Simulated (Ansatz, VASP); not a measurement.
**TiC in VASP and in Ansatz**

```
Ti C
1.0
     3.15978    0.00000    0.00000
    -1.57989    2.73645    0.00000
     0.00000    0.00000    4.69784
Ti C
2 2
Direct
  0.66667 0.33333 0.75000
  0.33333 0.66667 0.25000
  0.00000 0.00000 0.00000
  0.00000 0.00000 0.50000
```

Alike in both runs: task single point; functional PBE; k mesh 6 × 6 × 4; occupations gaussian, width 0.1 eV; collinear spin.

```csv
,VASP,Ansatz
version,VASP 6.6.1,Ansatz 0.2.0
potentials or method,"VASP PAW PBE potentials, release 64 (Ti_sv, C)","scalar-relativistic, plane waves, PAW"
plane-wave cutoff (eV),520,420
valence electrons in the cell,32,32
```

Ansatz gave:

| Item | Value |
| --- | --- |
| gap on the k mesh at the Fermi level (eV) | none |
| pressure (GPa) | 0.0 |
| net moment per atom (μB) | 0.00 |

Task: Estimate VASP's values.

Result: gap on the k mesh at the Fermi level (eV): none; pressure (GPa): 0.2; net moment per atom (μB): 0.00.

A gap of «none» marks a metal or a gap that the smearing closes. Ansatz warned: «seeded_moment_not_kept».

Caveats: the k mesh is coarse (spacing up to 0.38 Å⁻¹), so the values aren't converged.
